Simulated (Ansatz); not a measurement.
SnO2:

```xyz
6
Lattice="4.7880 0.0000 0.0000 0.0000 4.8666 0.0000 0.0000 0.0000 3.2409" Properties=species:S:1:pos:R:3 pbc="T T T"
Sn    0.0000    0.0000    0.0000
Sn    2.3940    2.4333    1.6204
O     3.3906    3.3042    0.0000
O     0.9966    3.9957    1.6204
O     3.7914    0.8709    1.6204
O     1.3974    1.5624    0.0000
```

The cell is a database's computed one.

Base run:

| Item | Value |
| --- | --- |
| Program | Ansatz 0.2.0 |
| Functional | PBE |
| Potentials or basis | Ansatz PAW |
| Cutoff | 420 eV (not typed: the program's choice for these potentials) |
| k mesh | 5 × 5 × 6 |
| Occupations | fermi-dirac, width 0.05 eV |
| Spin | no spin polarisation |

Its results: band gap on the k mesh 0.81 eV, direct; pressure -0.5 GPa; largest force 0.071 eV/Å.

Problem. The run is repeated on the same cell with these changes: functional from PBE to RPBE. What comes out?

Solution. Band gap on the k mesh 0.89 eV, direct; pressure 3.4 GPa; largest force 0.059 eV/Å.

RPBE binds less tightly than PBE, so the same cell stands under more pressure.

Caveats: spin-orbit coupling is left out, which moves the levels of the heavy elements; the PAW data sets come from PBE, with cores solved anew for the run's functional, which leaves a small shift of forces and pressure (some runs).
